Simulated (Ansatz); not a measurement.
# Ga3P3H2 (buck sheet): the cost of one run

Computed with Ansatz 0.2.0 (DFT PBE, scalar-relativistic, plane waves, PAW, unless a step's input says otherwise).

3 further runs of the same task are left out: 3 set aside as unsound or not needed. Runs told in other sessions of the task aren't counted.

## 1. The starting structure

The structure is trigonal, space group P3m1 (No. 156). The conventional cell has a = 3.897 Å, b = 3.897 Å, c = 24.747 Å, α = 90.00°, β = 90.00°, γ = 120.00°. Around Ga (site symmetry 3m) lie 3 P at 2.28 Å. P (site symmetry 3m) is surrounded by 3 Ga at 2.28 Å.

Coordinates:

```cif
data_structure
_symmetry_space_group_name_H-M 'P 1'
_symmetry_Int_Tables_number 1
_cell_length_a 3.8974
_cell_length_b 3.8974
_cell_length_c 24.7471
_cell_angle_alpha 90.000
_cell_angle_beta 90.000
_cell_angle_gamma 120.000
_cell_volume 325.54
loop_
_atom_site_label
_atom_site_type_symbol
_atom_site_fract_x
_atom_site_fract_y
_atom_site_fract_z
_atom_site_occupancy
Ga1 Ga 0.33333 0.66667 0.36552 1
P1 P 0.66667 0.33333 0.38098 1
```

This sheet was relaxed beforehand with the same method; its gap on the mesh is 1.64 eV.

## 2. Building the zigzag ribbon, N = 3 with H caps, edge spins started opposed

The ribbon is cut from the relaxed sheet, periodic along c; N counts formula units a period. The edge energy is the mean of both edges over the sheet, -2269.3451 eV an atom. Each H cap counts from half an H2 molecule (-15.872 eV in a separate run).

The cell holds 3 Ga, 3 P, 2 H: a = 19.800 Å, b = 9.700 Å, c = 3.897 Å, α = 90.00°, β = 90.00°, γ = 90.00°.

## 3. Relaxing it

Pressure and volume refer to the whole cell with its vacuum; only the period along c may change.

input.yaml

```yaml
crystal:
  lattice:
    - [19.8, 0.0, 0.0]
    - [0.0, 9.7, 0.0]
    - [0.0, 0.0, 3.8973775195]
  atoms:
    - { symbol: Ga, position: [0.3542106774, 0.4802769348, 1.0] }
    - { symbol: Ga, position: [0.524676735, 0.4802769348, 0.5] }
    - { symbol: Ga, position: [0.6951427926, 0.4802769348, 0.0], spin: -1.0 }
    - { symbol: P, position: [0.2973886582, 0.5197230652, 0.5], spin: 1.0 }
    - { symbol: P, position: [0.4678547158, 0.5197230652, 1.0] }
    - { symbol: P, position: [0.6383207734, 0.5197230652, 0.5] }
    - { symbol: H, position: [0.7733136071, 0.5074102203, 0.0] }
    - { symbol: H, position: [0.2266863929, 0.4951821318, 0.5] }
basis:
  ecutwfc: 420
kpoints:
  mp_grid: { grid: [1, 1, 14] }
hamiltonian:
  xc: pbe
scf:
  occupations: { method: gaussian, width: 0.05 }
output:
  forces: true
  stress: true
  eigenvalues: true
  populations: true
  write_density: true
  write_potential: true
  elf: true
  volumetric_format: npy
magnetization:
  spin_polarized: true
relax:
  adjacent_minimum: "off"
  f_tol: 0.02
  max_steps: 45
  cell: { fix: [a, b, alpha, beta, gamma], stress_tol: 0.03 }
```

Started as:

```console
> ansatz run input.yaml --threads 4 --pin off --max-ram 11264MiB --backend cpu --events-out ev --progress --plain --runs-dir out
```

What time and memory should one allow on 4 threads of Arm Neoverse V2, shared host?

About 9.6 min, with a peak of 1.3 GiB.
